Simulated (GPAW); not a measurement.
# Dielectric function and optical constants of RbBr

Wanted: where RbBr starts to absorb, how strongly, and its refractive index. The cell comes from an older database entry, whose edges can differ from later determinations, mostly by under a per cent.

Program: GPAW 26.7.0. Level of theory: DFT, PBE, plane-wave PAW (GPAW data sets), scalar-relativistic, RPA, optical limit. Results are calculated unless marked as measured.

This is a report of a sequence of runs, with most program output left out.

The database entry behind the starting cell differs from later determinations by our own check (about 0.5 % short), so it need not match the best structure at ambient conditions.

### 1. The starting structure

The structure is cubic, space group Fm-3m (No. 225). The conventional cell has a = 6.854 Å, b = 6.854 Å, c = 6.854 Å, α = 90.00°, β = 90.00°, γ = 90.00°. Rb has 6 Br at 3.43 Å nearest. Br has 6 Rb at 3.43 Å nearest. Farther neighbours and most contacts between anions are not listed.

### 2. Ground state

First the ground state: is it a metal or has it a gap?

This step: DFT, PBE, plane-wave PAW (GPAW data sets), scalar-relativistic, ground state (GPAW 26.7.0).

Input file gs.py:

```python
from ase import Atoms
from ase.dft.bandgap import bandgap
from gpaw import GPAW, PW, FermiDirac

atoms = Atoms(['Rb', 'Br'],
              cell=[[0.000000000000, 3.427000000000, 3.427000000000],
                    [3.427000000000, 0.000000000000, 3.427000000000],
                    [3.427000000000, 3.427000000000, 0.000000000000]],
              scaled_positions=[[0.000000000000, 0.000000000000, 0.000000000000],
                                [0.500000000000, 0.500000000000, 0.500000000000]],
              pbc=[True, True, True])
atoms.calc = GPAW(mode=PW(500), xc='PBE', kpts={'size': (6, 6, 6), 'gamma': True},
                  occupations=FermiDirac(0.05), maxiter=150, txt='gs.txt')
print('energy (eV)', atoms.get_potential_energy())
print('Fermi level (eV)', atoms.calc.get_fermi_level())
print('valence electrons', atoms.calc.get_number_of_electrons())
print('gap (eV)', bandgap(atoms.calc, output=None)[0])
print('direct gap (eV)', bandgap(atoms.calc, direct=True, output=None)[0])
atoms.calc.write('gs.gpw')
```

The run is started by

```console
$ OMP_NUM_THREADS=1 python gs.py
```

The job ended after 4.5 s (1 thread of Arm Neoverse V2, shared host; peak memory 0.15 GiB).

Read-outs, printed or worked out from the files:

```
energy                 : -6.049 eV
Fermi energy           : 1.657 eV
gap on the k-mesh      : 4.368 eV
direct gap on the mesh : 4.368 eV
electrons              : 16
```

There is a gap, 4.37 eV on this mesh (points off the mesh can give less), so no carriers' term is needed.

### 3. Bands for the response

The response needs many more empty bands than the density does.

This step: DFT, PBE, plane-wave PAW (GPAW data sets), scalar-relativistic, bands at fixed density (GPAW 26.7.0).

Input file nscf.py:

```python
from ase.dft.bandgap import bandgap
from gpaw import GPAW, FermiDirac

calc = GPAW('gs.gpw').fixed_density(kpts={'size': (9, 9, 9), 'gamma': True}, nbands=53, convergence={'bands': 47},
                                    occupations=FermiDirac(0.001), txt='nscf.txt')
print('gap (eV)', bandgap(calc, output=None)[0])
print('direct gap (eV)', bandgap(calc, direct=True, output=None)[0])
print('top band over the Fermi level (eV)', min(calc.get_eigenvalues(kpt=k)[46] for k in range(len(calc.get_ibz_k_points()))) - calc.get_fermi_level())
calc.write('full.gpw', mode='all')
```

The run is started by

```console
$ OMP_NUM_THREADS=1 python nscf.py
```

It took 60 s on 1 thread; peak memory 0.22 GiB.

### 4. Dielectric function, RPA

Transitions between filled and empty bands, summed over the zone, give the optical response, so mesh, band count and broadening shape it.

The induced potential is part of this response.

This step: DFT, PBE, plane-wave PAW (GPAW data sets), scalar-relativistic, RPA, optical limit (GPAW 26.7.0).

Input file df.py:

```python
from gpaw.response.df import DielectricFunction

df = DielectricFunction('full.gpw', frequencies={'type': 'nonlinear', 'domega0': 0.03, 'omega2': 8},
                        ecut=60,
                        eta=0.15,
                        nbands=47,
                        txt='df.txt')
for direction in ['x']:
    df.get_dielectric_function(xc='RPA', direction=direction, filename=f'df_{direction}.csv')
```

The run is started by

```console
$ OMP_NUM_THREADS=1 python df.py
```

The job ended after 8.3 s (1 thread; peak memory 0.3 GiB).

Read-outs, printed or worked out from the files:

| Property | Result |
| --- | --- |
| electronic dielectric constant ε∞, mean over x, y and z (by symmetry where fewer were run) | 2.352 |
| main peak of Im epsilon, first axis | 7.252 eV |

Some rows of df_x.csv (energy; Re and Im without local fields; Re and Im with them):

```text
0.000000, 2.811436, 0.000000, 2.351802, 0.000000
0.555532, 2.819198, 0.004226, 2.357265, 0.002975
1.143969, 2.845045, 0.009079, 2.375466, 0.006395
1.768324, 2.895018, 0.015223, 2.410694, 0.010742
2.431988, 2.980428, 0.024044, 2.471066, 0.017033
3.138794, 3.125400, 0.039302, 2.574216, 0.028128
3.893091, 3.399556, 0.079521, 2.773260, 0.059053
4.699832, 3.903300, 0.588764, 3.135749, 0.490781
5.564682, 4.045896, 1.000058, 3.059876, 0.767825
6.494155, 4.064907, 2.419877, 3.115925, 1.451825
7.495775, 1.945270, 2.745701, 1.748732, 2.071468
8.578281, 2.878974, 2.457347, 2.162597, 1.218412
9.751884, 0.076740, 3.286336, 1.549427, 2.593005
11.028587, 0.391350, 0.946476, 0.355850, 1.188170
12.422601, 1.130113, 1.040478, 0.914385, 0.739914
13.950874, 2.170004, 1.118450, 1.309797, 0.383727
15.633783, 0.441687, 1.581936, 1.445533, 1.320854
17.496047, 0.927573, 2.169362, 0.923234, 0.896917
19.567954, 0.126712, 1.669555, 0.925549, 0.752400
```

The Im ε, E ∥ x has structure finer than the step of the table below, so its rows give means over 1 eV, whole bins alone (the curve runs from 0 to 21.9 eV). Peaks (eV: height): 7.3: 2.82, 9.8: 2.70, 15.9: 1.51, 21.3: 0.978.

Values under the direct gap are tails of Lorentzian lines. Im ε, E ∥ x against photon energy; means over each step:

```csv
photon energy (eV),"Im ε, E ∥ x"
1,0.00558
2,0.0129
3,0.0262
4,0.0921
5,0.541
6,1.13
7,2.15
8,1.50
9,1.85
10,2.35
11,1.27
12,0.804
13,0.582
14,0.456
15,0.966
16,1.32
17,0.900
18,0.947
19,0.742
20,0.804
21,0.788
```

The Re ε, E ∥ x by photon energy:

```csv
photon energy (eV),"Re ε, E ∥ x"
0,2.35
1,2.37
2,2.43
3,2.55
4,2.82
5,3.09
6,3.42
7,2.91
8,1.57
9,2.39
10,0.828
11,0.343
12,0.672
13,0.770
14,1.35
15,1.51
16,0.964
17,0.893
18,0.856
19,0.677
20,0.805
21,0.860
```

The reflectivity at normal incidence, E ∥ x by photon energy; read off at these points:

photon energy (eV), reflectivity at normal incidence, E ∥ x (%) and a bar:
```
     0.00        4.4 #######
     0.50        4.5 #######
     1.00        4.5 #######
     1.50        4.6 #######
     2.00        4.8 ########
     2.50        5.0 ########
     3.00        5.3 #########
     3.50        5.7 ##########
     4.00        6.4 ###########
     4.50        7.6 #############
     5.00        7.8 #############
     5.50        8.3 ##############
     6.00       10.6 ###################
     6.50       10.2 ##################
     7.00       12.0 ######################
     7.27       14.7 ###########################
     7.50       10.8 ###################
     8.00        6.0 ##########
     8.50        6.3 ###########
     9.00       10.5 ###################
     9.50       12.6 #######################
    10.00       15.5 ############################
    10.50       16.4 ##############################
    11.00       11.7 #####################
    11.50        6.6 ###########
    12.00        4.7 ########
    12.50        3.6 ######
    13.00        2.6 ####
    13.50        0.7 
    14.00        1.2 #
    14.50        2.9 ####
    15.00        4.5 #######
    15.50        5.4 #########
    16.00        8.5 ###############
    16.50        6.6 ###########
    17.00        4.2 #######
    17.50        4.2 #######
    18.00        5.1 ########
    18.50        5.9 ##########
    19.00        4.3 #######
    19.50        3.0 ####
    20.00        4.2 #######
    20.50        4.2 #######
    21.00        3.2 #####
    21.50        6.3 ###########
    21.75        7.7 #############
```

Values under the direct gap are tails of Lorentzian lines. Table of Im ε, E ∥ x by photon energy; read off at these points:

```csv
photon energy (eV),without local fields,with local fields
0.00,0,0
0.50,0.00379,0.00267
1.00,0.00783,0.00552
1.50,0.0124,0.00875
2.00,0.0179,0.0127
2.50,0.0252,0.0178
3.00,0.0355,0.0253
3.50,0.0526,0.0381
4.00,0.0927,0.0697
4.50,0.282,0.228
5.00,0.529,0.425
5.50,1.03,0.805
6.00,1.96,1.26
6.50,2.43,1.45
7.00,3.39,2.10
7.21,3.98,2.77
7.27,3.72,2.81
7.50,2.75,2.07
8.00,1.84,1.28
8.50,2.28,1.19
9.00,3.88,1.95
9.28,3.97,2.35
9.50,3.33,2.36
9.82,3.06,2.70
10.00,2.39,2.42
10.50,1.41,1.86
11.00,0.979,1.24
11.50,0.941,0.952
12.00,0.876,0.767
12.50,1.08,0.805
13.00,0.677,0.574
13.50,0.598,0.350
14.00,1.23,0.386
14.50,2.21,0.701
15.00,1.85,1.02
15.50,1.87,1.19
16.00,1.34,1.48
16.50,1.01,1.06
17.00,1.53,0.873
17.50,2.17,0.898
17.61,2.18,0.914
18.00,2.02,0.976
18.50,1.33,0.950
19.00,1.13,0.721
19.50,1.59,0.719
19.57,1.67,0.753
20.00,1.02,0.824
20.50,0.801,0.721
21.00,0.731,0.729
21.50,0.467,0.928
```

Refractive index n and extinction k against photon energy:

```csv
photon energy (eV),n,k
0,1.53,0
1,1.54,0.00179
2,1.56,0.00407
3,1.60,0.00793
4,1.68,0.0208
5,1.76,0.121
6,1.88,0.334
7,1.80,0.582
8,1.34,0.477
9,1.66,0.589
10,1.30,0.929
11,0.902,0.685
12,0.920,0.417
13,0.930,0.309
14,1.17,0.164
15,1.29,0.395
16,1.17,0.635
17,1.03,0.422
18,1.04,0.470
19,0.913,0.395
20,0.989,0.417
21,0.997,0.366
```

From ε follow the optical constants at some laser and lamp lines:

```csv
wavelength (nm),n,k,R (%),1/α
1550,1.54,0.001,4.5,87 µm
633,1.56,0.004,4.7,13 µm
532,1.57,0.005,4.9,8.4 µm
405,1.60,0.008,5.3,3.9 µm
365,1.62,0.011,5.6,2.7 µm
248,1.76,0.121,7.8,164 nm
193,1.80,0.398,10.0,39 nm
```

Below the direct gap, k and the depth come from the tails of the Lorentzian lines, not from transitions.

Rows near the edge hang on the gap, which this functional as a rule makes too small, and phonon-assisted absorption is left out.

### 5. Outcome

```
electronic dielectric constant ε∞, mean over x, y and z (by symmetry where fewer were run) (RPA) : 2.35
main peak of Im epsilon, first axis                                                              : 7.25 eV
```

In words: At this level (PBE, RPA) RbBr has ε∞ = 2.35 and n = 1.54 at 1550 nm, and Im ε peaks at 7.3 eV. On the mesh the gap is 4.37 eV and the least direct gap 4.37 eV. Local fields change the static value along x from 2.81 to 2.35 (-16 %). Distinct maxima of Im ε, read by a parabola through the highest points, lie at 7.25 eV (2.8), 9.38 eV (2.5), 9.84 eV (2.7) and 15.92 eV (1.5). Excitons and phonon-assisted transitions are missing; PBE gaps are as a rule too small, which pulls the onset down and ε∞ up. The sum runs over mesh points, so small or evenly spaced maxima can still be ripples of the mesh.

[Machine, clock and banner lines and Python warnings are left out of the logs.]

[Logs are printed without paths, hosts, clocks, repeated set-up lines and the standing remarks that a program may print on its own settings, such as how far it seeks lower states.]

[Hosts, paths, dates, database ids (printed as entryN), source tags and the programs' standing remarks are cut or masked in the printed files.]
